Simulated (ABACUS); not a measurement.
Runs of ABACUS 3.10.1 on PtS2. Symmetry: P-3m1, No. 164, trigonal system. The conventional cell has a = 3.543 Å, b = 3.543 Å, c = 5.039 Å, α = 90.00°, β = 90.00°, γ = 120.00°. Around Pt (site symmetry -3m) lie 6 S at 2.34 Å. S (site symmetry 3m) is surrounded by 3 Pt at 2.34 Å. 

```tsv
task	level	potentials or basis	k mesh	cutoff (eV)	radial cutoff of the potentials (pseudo_rcut)	SCF threshold on the density	eigensolver	symmetry key	threshold of the eigensolver	gap on the mesh (eV)	pressure (GPa)	largest force (eV/Å)
single point	PBE	PseudoDojo NC SR 0.4.1 PBE standard, TZDP LCAO (the cutoffs set its grid)	9 × 9 × 5	1361	10 bohr	1e-07	genelpa	1	-	1.00	12.2	1.35
single point	PBE	PseudoDojo NC SR 0.4.1 PBE standard, plane waves	9 × 9 × 5	1143	10 bohr	1e-08	dav	1	-	1.01	(a)	1.24
single point	PBE	PseudoDojo NC SR 0.4.1 PBE standard, DZP LCAO (the cutoffs set its grid)	9 × 9 × 5	1361	10 bohr	1e-07	genelpa	1	-	1.01	(c)	1.63
single point	LDA-PW92	PseudoDojo NC SR 0.4.1 LDA standard, plane waves	7 × 7 × 4	1143	7 bohr	1e-08	dav	1	-	0.72	(b)	0.79
single point	LDA	GBRV ultrasoft 1.5 LDA, plane waves	7 × 7 × 4	544	10 bohr	1e-08	dav	1	-	0.72	3.3	0.81
```

Alike in all rows: no spin polarisation; cell as given; smearing fermi-dirac 0.05 eV.

Q: Estimate the missing entries.

A: (a) 11.4; (b) 3.4; (c) 14.3.

Caveats: spin-orbit coupling is left out, which moves the levels of the heavy elements; an odd mesh through Γ misses points on the zone boundary, where band edges often lie; forces of over 1 eV/Å show positions far from the minimum, so gaps and moduli don't describe the material at rest (some runs); the atomic orbitals were generated for these runs and aren't a published set (some runs); the basis of atomic orbitals isn't converged, which shifts pressures, moduli and gaps (some runs).

A k mesh can miss the band edges, and the runs leave out spin-orbit coupling on Pt.

Not every run made on this cell is shown here.
